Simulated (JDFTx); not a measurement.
InAs: band structure with PBEsol

**Measured values to compare with.**

From a printed reference work, data compilation, for a bulk crystal of InAs at 4.2 K: band gap 0.418 eV (direct).

The system is InAs.

```xyz
2
Lattice="0.0000 3.0180 3.0180 3.0180 0.0000 3.0180 3.0180 3.0180 0.0000" Properties=species:S:1:pos:R:3 pbc="T T T"
In    0.0000    0.0000    0.0000
As    4.5270    4.5270    4.5270
```

```
Program                                 : JDFTx 1.7.0 (patched build)
Task                                    : band structure
Functional                              : PBEsol
Potentials or basis                     : PseudoDojo-SR-PBEsol-0.4.1-standard with smoothed tails
Cutoff                                  : 1143 eV
Density cutoff                          : 9143 eV
k mesh                                  : 8 × 8 × 8
Occupations                             : fermi-dirac, width 0.05 eV
Spin                                    : no spin polarisation
Band ratio of the Davidson solver       : 1.3
Local potential set to -Z/r beyond      : 6 bohr
Bands                                   : 21
Density cutoff over wavefunction cutoff : 8
Max SCF steps                           : 30
SCF threshold on the energy             : 1e-06 Ha
Solver of the electrons                 : minimize
Further solve for the empty bands       : no
Start                                   : density of an earlier self-consistent run, held fixed
Path                                    : G-X-W-K-G-L-U-W-L-K-U-X
```

```json
{
  "Band gap along the path": "none (metal or under the smearing width)"
}
```

Levels at the corners of the path, in eV from the Fermi level:
```csv
point,band 10,band 11,band 12,band 13,band 14,band 15,band 16,band 17
Γ,-14.32,-11.98,-0.31,-0.05,-0.05,-0.05,3.83,3.83
X,-14.29,-9.93,-5.95,-2.40,-2.40,1.39,1.94,9.08
W,-14.31,-9.88,-5.80,-3.05,-2.97,4.16,4.17,4.90
K,-14.30,-9.95,-5.81,-3.38,-2.02,1.98,4.19,7.21
Γ,-14.32,-11.98,-0.31,-0.05,-0.05,-0.05,3.83,3.83
L,-14.31,-10.48,-5.88,-1.05,-1.05,0.84,4.59,4.59
U,-14.30,-9.95,-5.81,-3.38,-2.02,1.98,4.19,7.21
W,-14.31,-9.88,-5.80,-3.05,-2.97,4.16,4.17,4.90
L,-14.31,-10.48,-5.88,-1.05,-1.05,0.84,4.59,4.59
K,-14.30,-9.95,-5.81,-3.38,-2.02,1.98,4.19,7.21
U,-14.30,-9.95,-5.81,-3.38,-2.02,1.98,4.19,7.21
X,-14.29,-9.93,-5.95,-2.40,-2.40,1.39,1.94,9.08
```

Wall time 46 s on 1 thread of Intel(R) Xeon(R) Platinum 8488C (Sapphire Rapids) (shared host), peak memory 0.17 GiB.

A measured gap of InAs is 0.418 eV (direct; 4.2 K; a printed reference work, data compilation); the calculated 0.00 eV misses it by -0.42 eV. Spin-orbit coupling on As, In is left out. The value is that of PBEsol, without temperature or zero-point motion. Semilocal functionals fall short of measured gaps as a rule.

Caveat: spin-orbit coupling is left out, which moves the levels of the heavy elements.
